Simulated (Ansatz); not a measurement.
# HfSiO4 (Hafnon) (I4_1/amd) in Ansatz: a series of runs

The runs below take HfSiO4 (Hafnon) through band structure, with PBEsol, RPBE.

All numbers are computed with Ansatz 0.2.0; they aren't measurements. Logs are shortened: lines on timing, memory, paths and dates and some standing lists are left out, and cuts for length are marked.

**1. Starting point**

The structure is tetragonal, space group I4_1/amd (No. 141). The conventional cell has a = 6.572 Å, b = 6.572 Å, c = 5.963 Å, α = 90.00°, β = 90.00°, γ = 90.00°. Hf (site symmetry -4m2) is surrounded by 8 O at 2.11 to 2.26 Å. Si (site symmetry -4m2) has 4 O at 1.62 Å as nearest neighbours. Around O (site symmetry m) lie 1 Si at 1.62 Å.

**2. Band structure, PBEsol**

input.yaml reads:

```yaml
crystal:
  lattice:
    - [-3.28625, 3.28625, 2.9816]
    - [3.28625, -3.28625, 2.9816]
    - [3.28625, 3.28625, -2.9816]
  atoms:
    - { symbol: Hf, position: [0.0, 0.0, 0.0] }
    - { symbol: Hf, position: [0.75, 0.25, 0.5] }
    - { symbol: Si, position: [0.5, 0.5, 0.0] }
    - { symbol: Si, position: [0.25, 0.75, 0.5] }
    - { symbol: O, position: [0.6802, 0.4957, 0.8155] }
    - { symbol: O, position: [0.2457, 0.9302, 0.3155] }
    - { symbol: O, position: [0.6802, 0.8647, 0.1845] }
    - { symbol: O, position: [0.6147, 0.9302, 0.6845] }
    - { symbol: O, position: [0.0698, 0.3853, 0.3155] }
    - { symbol: O, position: [0.5043, 0.3198, 0.1845] }
    - { symbol: O, position: [0.0698, 0.7543, 0.6845] }
    - { symbol: O, position: [0.1353, 0.3198, 0.8155] }
hamiltonian:
  xc: pbesol
  pseudopotentials: { kind: paw }
kpoints:
  mp_grid: { grid: [5, 5, 5] }
  band_path:
    path:
      - [[0.0, 0.0, 0.0], [0.0, 0.0, 0.5], [-0.5, 0.5, 0.5], [0.0, 0.0, 0.0], [0.4557963036, 0.4557963036, -0.4557963036], [0.25, 0.25, 0.25], [0.0, 0.5, 0.0], [-0.4557963036, 0.5442036964, 0.4557963036], [-0.5, 0.5, 0.5]]
      - [[0.0, 0.0, 0.5], [0.25, 0.25, 0.25]]
    npoints: 10
scf:
  occupations: { method: fermi_dirac, width: 0.05 }
  n_extra_bands: 30
output:
  forces: true
  stress: true
  eigenvalues: true
  fatbands: true
```

Potentials or basis: Ansatz PAW.

The run is started by

```console
$ ansatz run input.yaml --threads 4 --pin off --max-ram 11264MiB --backend cpu --events-out ev --progress --plain --runs-dir out
```

The log of the run:

```text
Warning: RAYON_NUM_THREADS=4 ignored (pool sized by the plan → 4); use --threads N
scf.n_extra_bands = 30 over 54 filled bands (N_el = 108.0): the run solves 84 bands
Engine: ansatz 0.2.0, aarch64-unknown-linux-gnu
Pseudopotentials: kind: paw
Pseudopotential: Hf, paw, valence charge 26, recommended cutoff 420 eV (normal), Hf.paw.azcp
Pseudopotential: Si, paw, valence charge 4, recommended cutoff 420 eV (normal), Si.paw.azcp
Pseudopotential: O, paw, valence charge 6, recommended cutoff 420 eV (normal), O.paw.azcp
Functional definition: PBEsol
  exchange = pbesol_x
  correlation = pbesol_c
Crystal: 12 atoms, lattice volume = 128.798 Å³
Basis set: ecut = 420 eV, 2513 PW (Γ), exchange–correlation on 80×80×80 points (8 copies of the dense FFT grid, shifted against one another)
Bands: 84, of which v1, the nominal top of the filled ones, is band 54 counted from 1 (53 counted from 0)
Symmetry: 16 space group operations
Space group: I41/amd (ITA 141), of the structure as read, at distance tolerance 5.1e-5 Å
k-points: 18 of 125
Non-local potential: Hf, projectors of the file, l = 0: 3, l = 1: 2, l = 2: 2, l = 3: 3
Non-local potential: Si, projectors of the file, l = 0: 2, l = 1: 2, l = 2: 2
Non-local potential: O, projectors of the file, l = 0: 2, l = 1: 2, l = 2: 1
PAW form: soft (Blöchl's): semilocal exchange-correlation on the pseudo side does not see the compensation charge
[... 33 lines left out ...]
  E_vxc        = -1378.350113  (∫ρ·V_xc dr)
  E_paw        = -15833.492495  (= ΣΔE_a)
  E_vpaw       = 2550.988990  (= ΣTr[D̂ρ^β])
  E_aug_tail   = 0.019952  (compensation charges beyond the density's cutoff)
  E_ewald      = -11311.411650
  E_core_change = 2.847608  (= ΣΔE_core)
  E_smearing   = -0.000000  (= −TS)
  E_closure    = 0.000000  (closes the sum)
  Σ components = -36944.242797   (vs F -36944.242797, Δ=0.00e0)
--- Forces (eV/Å), atoms counted from 1 ---
  atom   1  Hf    -0.00000000    -0.00000000    -0.00000000
  atom   2  Hf     0.00000000    -0.00000000     0.00000000
  atom   3  Si     0.00000000    -0.00000000     0.00000000
  atom   4  Si    -0.00000000     0.00000000    -0.00000000
  atom   5  O     -0.31278814     0.00000000     0.31414324
  atom   6  O      0.00000000    -0.31278814     0.31414324
  atom   7  O      0.31278814     0.00000000     0.31414324
  atom   8  O      0.00000000     0.31278814     0.31414324
  atom   9  O     -0.31278814     0.00000000    -0.31414324
  atom  10  O     -0.00000000     0.31278814    -0.31414324
  atom  11  O      0.31278814    -0.00000000    -0.31414324
  atom  12  O     -0.00000000    -0.31278814    -0.31414324
  max |Σ_I F_I| component: 5.55e-17 eV/Å
--- Stress (GPa, compression-positive) ---
        1.240794       0.000000       0.000000
        0.000000       1.240794       0.000000
        0.000000      -0.000000       1.460984
  P = ⅓ Tr σ = 1.3142 GPa (13.142 kbar)
--- Band table (eV; the first three rows and the last of 18) ---
  k-point 0: bands = ["-50.3219", "-50.3131", "-19.1725", "-19.1725", "-19.0894", "-19.0774", "-18.9862", "-18.9862", "-9.2068", "-8.1446", "-7.3033", "-7.1843", "-6.7105", "-6.7105", "-6.6400", "-6.6400", "-0.2236", "-0.2195", "-0.2135", "-0.2135", "-0.1986", "-0.1986", "-0.1944", "-0.1922", "-0.1921", "-0.1920", "-0.1827", "-0.1827", "-0.1808", "-0.1808", "2.2119", "3.8526", "4.1029", "4.5524", "4.5524", "5.3837", "5.5960", "5.7727", "6.6274", "6.8382", "6.8382", "7.0075", "7.4877", "7.4877", "8.3612", "8.3612", "9.1338", "9.1338", "9.1569", "9.2699", "9.3872", "9.3872", "9.4034", "9.9548", "15.7178", "15.9877", "16.0469", "16.1729", "16.1729", "17.0427", "17.2666", "17.2666", "17.2696", "18.1232", "19.2121", "19.7245", "19.7245", "20.3700", "20.8352", "20.8352", "21.8838", "23.3520", "23.9272", "24.0934", "24.1846", "24.4572", "24.5642", "24.5642", "24.7005", "24.7005", "26.8344", "27.3027", "27.4502", "27.9628"]
  k-point 1: bands = ["-50.3211", "-50.3140", "-19.1790", "-19.1561", "-19.1020", "-19.0639", "-19.0056", "-18.9805", "-9.0648", "-8.1704", "-7.2465", "-7.1520", "-6.7911", "-6.7720", "-6.7598", "-6.6999", "-0.2262", "-0.2196", "-0.2172", "-0.2097", "-0.2058", "-0.1996", "-0.1980", "-0.1963", "-0.1944", "-0.1930", "-0.1923", "-0.1824", "-0.1788", "-0.1763", "2.5470", "4.1035", "4.3534", "4.4964", "4.5781", "5.6764", "5.8167", "6.0258", "6.0399", "6.2689", "7.0348", "7.2204", "7.3080", "7.3864", "8.3153", "8.4730", "8.8642", "8.9950", "9.0385", "9.1160", "9.1387", "9.2592", "9.4062", "9.7886", "15.5724", "15.6684", "16.0715", "16.1436", "16.6700", "17.0374", "17.1319", "17.4284", "17.6098", "18.6951", "19.4674", "19.7328", "19.8059", "19.9055", "21.2518", "21.8669", "21.8747", "22.9095", "23.3065", "23.4117", "23.7909", "24.1815", "24.4826", "24.8864", "25.3205", "25.5754", "27.1812", "27.3414", "27.3804", "28.0771"]
  k-point 2: bands = ["-50.3189", "-50.3162", "-19.1740", "-19.1447", "-19.1120", "-19.0546", "-19.0192", "-18.9873", "-8.7048", "-8.3348", "-7.1074", "-7.0722", "-6.9665", "-6.9436", "-6.8677", "-6.8433", "-0.2272", "-0.2255", "-0.2207", "-0.2173", "-0.2113", "-0.2060", "-0.2050", "-0.2003", "-0.1938", "-0.1934", "-0.1893", "-0.1799", "-0.1782", "-0.1767", "3.3692", "4.1827", "4.6942", "4.8191", "4.9813", "5.4051", "5.4349", "5.7916", "6.3677", "6.4698", "6.7104", "7.0999", "7.5121", "7.5223", "7.6425", "8.2438", "8.5601", "8.7304", "8.7844", "9.0180", "9.0634", "9.1233", "9.3401", "9.4543", "15.3457", "15.3670", "16.2501", "16.2737", "16.6529", "16.7362", "17.6177", "17.8857", "18.3472", "19.1991", "19.3895", "19.4725", "20.2139", "20.2353", "21.9866", "22.0108", "22.3572", "22.4884", "22.9375", "23.2281", "23.8003", "23.9913", "24.5096", "24.7086", "24.9391", "25.3368", "27.0255", "27.4867", "27.7808", "28.2974"]
  k-point 17: bands = ["-50.3179", "-50.3171", "-19.1856", "-19.1800", "-19.0962", "-19.0723", "-18.9823", "-18.9750", "-8.6518", "-8.5462", "-7.3161", "-7.3135", "-6.8228", "-6.7464", "-6.6789", "-6.6198", "-0.2281", "-0.2178", "-0.2174", "-0.2092", "-0.2058", "-0.2045", "-0.2013", "-0.1965", "-0.1940", "-0.1929", "-0.1877", "-0.1864", "-0.1834", "-0.1748", "3.0129", "3.2461", "4.6624", "4.7255", "5.0063", "5.3541", "5.9960", "6.2523", "6.6354", "6.8217", "6.8374", "6.8806", "7.9127", "8.0692", "8.1499", "8.1811", "8.3808", "8.4690", "8.6065", "8.7464", "8.8554", "8.9488", "9.0081", "9.1147", "16.0005", "16.0570", "16.5279", "16.6254", "16.6721", "16.7001", "17.2874", "17.3735", "18.3574", "18.5079", "19.4037", "19.6848", "20.0878", "20.2900", "21.2601", "21.5822", "21.7612", "22.2698", "22.4141", "22.5604", "24.1346", "24.3576", "24.3681", "24.5705", "24.9875", "25.3825", "27.5873", "27.9579", "27.9879", "28.0289"]
```

Run time: 16 s. Hardware: 4 threads of Arm Neoverse V2, shared host; peak memory 0.81 GiB.

What came out:

| Property | Result |
| --- | --- |
| Free energy | -36944.2428 eV |
| Pressure | 1.3 GPa |
| Largest force | 0.443 eV/Å |
| Band gap on the k mesh | 5.36 eV, indirect (least direct gap 5.74 eV) |
| Band gap along the path | 5.35 eV, indirect (least direct gap 5.74 eV) |

Forces in eV/Å, atoms in the order of the input:
```
Hf   0.000  0.000  0.000
Hf   0.000  0.000  0.000
Si   0.000  0.000  0.000
Si   0.000  0.000  0.000
O   -0.313  0.000  0.314
O    0.000 -0.313  0.314
O    0.313  0.000  0.314
O    0.000  0.313  0.314
O   -0.313  0.000 -0.314
O    0.000  0.313 -0.314
O    0.313  0.000 -0.314
O    0.000 -0.313 -0.314
```

Levels at the corners of the path, in eV from the valence-band top:
| point | band 50 | band 51 | band 52 | band 53 | band 54 | band 55 | band 56 | band 57 | band 58 | band 59 |
| --- | --- | --- | --- | --- | --- | --- | --- | --- | --- | --- |
| Γ | -0.69 | -0.57 | -0.57 | -0.55 | 0.00 | 5.76 | 6.03 | 6.09 | 6.22 | 6.22 |
| X | -0.98 | -0.92 | -0.92 | -0.60 | -0.60 | 5.36 | 5.36 | 6.49 | 6.49 | 6.52 |
| M | -1.37 | -1.10 | -1.10 | -0.87 | -0.87 | 6.24 | 6.24 | 6.60 | 6.60 | 6.76 |
| Γ | -0.69 | -0.57 | -0.57 | -0.55 | 0.00 | 5.76 | 6.03 | 6.09 | 6.22 | 6.22 |
| Z | -1.27 | -1.03 | -1.03 | -0.82 | -0.82 | 6.15 | 6.32 | 6.49 | 6.74 | 6.74 |
| P | -1.24 | -1.14 | -1.14 | -0.51 | -0.51 | 5.37 | 5.37 | 6.73 | 6.73 | 7.21 |
| N | -1.13 | -0.94 | -0.83 | -0.26 | -0.19 | 5.64 | 5.79 | 6.56 | 6.75 | 6.85 |
| Z1 | -1.27 | -1.03 | -1.03 | -0.82 | -0.82 | 6.15 | 6.32 | 6.49 | 6.74 | 6.74 |
| M | -1.37 | -1.10 | -1.10 | -0.87 | -0.87 | 6.24 | 6.24 | 6.60 | 6.60 | 6.76 |
| X | -0.98 | -0.92 | -0.92 | -0.60 | -0.60 | 5.36 | 5.36 | 6.49 | 6.49 | 6.52 |
| P | -1.24 | -1.14 | -1.14 | -0.51 | -0.51 | 5.37 | 5.37 | 6.73 | 6.73 | 7.21 |

Caveat: the pressure holds a Pulay correction of +0.8 GPa for the finite cutoff; spin-orbit coupling is left out, which moves the levels of the heavy elements; the PAW data sets come from PBE, with cores solved anew for the run's functional, which leaves a small shift of forces and pressure. As with any semilocal functional, this PBEsol gap is likely too small.

**3. Band structure, RPBE**

Changes to input.yaml since step 2:

```diff
@@ -19,3 +19,3 @@
 hamiltonian:
-  xc: pbesol
+  xc: rpbe
   pseudopotentials: { kind: paw }
@@ -35,2 +35,2 @@
   eigenvalues: true
-  fatbands: true
+  fatbands: false
```

Potentials or basis: Ansatz PAW.

The run is started by

```console
$ ansatz run input.yaml --threads 4 --pin off --max-ram 11264MiB --backend cpu --events-out ev --progress --plain --runs-dir out
```

Run time: 11 s. Hardware: 4 threads of Arm Neoverse V2, shared host; peak memory 0.81 GiB.

The run converged. Its results:

- Free energy: -37316.0798 eV
- Pressure: 12.3 GPa
- Largest force: 0.368 eV/Å
- Band gap on the k mesh: 5.54 eV, indirect (least direct gap 5.91 eV)
- Band gap along the path: 5.53 eV, indirect (least direct gap 5.90 eV)

Forces in eV/Å, atoms in the order of the input:
```
Hf   0.000  0.000  0.000
Hf   0.000  0.000  0.000
Si   0.000  0.000  0.000
Si   0.000  0.000  0.000
O   -0.318  0.000  0.185
O    0.000 -0.318  0.185
O    0.318  0.000  0.185
O    0.000  0.318  0.185
O   -0.318  0.000 -0.185
O    0.000  0.318 -0.185
O    0.318  0.000 -0.185
O    0.000 -0.318 -0.185
```

Stress tensor (GPa, compression positive):
```
12.00  0.00  0.00
 0.00 12.00  0.00
 0.00  0.00 12.98
```

Levels at the corners of the path, in eV from the valence-band top:
| point | band 50 | band 51 | band 52 | band 53 | band 54 | band 55 | band 56 | band 57 | band 58 | band 59 |
| --- | --- | --- | --- | --- | --- | --- | --- | --- | --- | --- |
| Γ | -0.68 | -0.56 | -0.56 | -0.54 | 0.00 | 5.91 | 6.19 | 6.36 | 6.36 | 6.42 |
| X | -0.96 | -0.90 | -0.90 | -0.58 | -0.58 | 5.55 | 5.55 | 6.65 | 6.65 | 6.65 |
| M | -1.34 | -1.08 | -1.08 | -0.85 | -0.85 | 6.37 | 6.37 | 6.75 | 6.75 | 6.87 |
| Γ | -0.68 | -0.56 | -0.56 | -0.54 | 0.00 | 5.91 | 6.19 | 6.36 | 6.36 | 6.42 |
| Z | -1.23 | -1.01 | -1.01 | -0.80 | -0.80 | 6.28 | 6.45 | 6.65 | 6.85 | 6.85 |
| P | -1.20 | -1.11 | -1.11 | -0.49 | -0.49 | 5.55 | 5.55 | 6.86 | 6.86 | 7.32 |
| N | -1.11 | -0.92 | -0.81 | -0.26 | -0.18 | 5.80 | 5.95 | 6.69 | 6.86 | 6.98 |
| Z1 | -1.23 | -1.01 | -1.01 | -0.80 | -0.80 | 6.28 | 6.45 | 6.65 | 6.85 | 6.85 |
| M | -1.34 | -1.08 | -1.08 | -0.85 | -0.85 | 6.37 | 6.37 | 6.75 | 6.75 | 6.87 |
| X | -0.96 | -0.90 | -0.90 | -0.58 | -0.58 | 5.55 | 5.55 | 6.65 | 6.65 | 6.65 |
| P | -1.20 | -1.11 | -1.11 | -0.49 | -0.49 | 5.55 | 5.55 | 6.86 | 6.86 | 7.32 |

Caveat: the pressure holds a Pulay correction of +0.7 GPa for the finite cutoff; spin-orbit coupling is left out, which moves the levels of the heavy elements; the PAW data sets come from PBE, with cores solved anew for the run's functional, which leaves a small shift of forces and pressure.
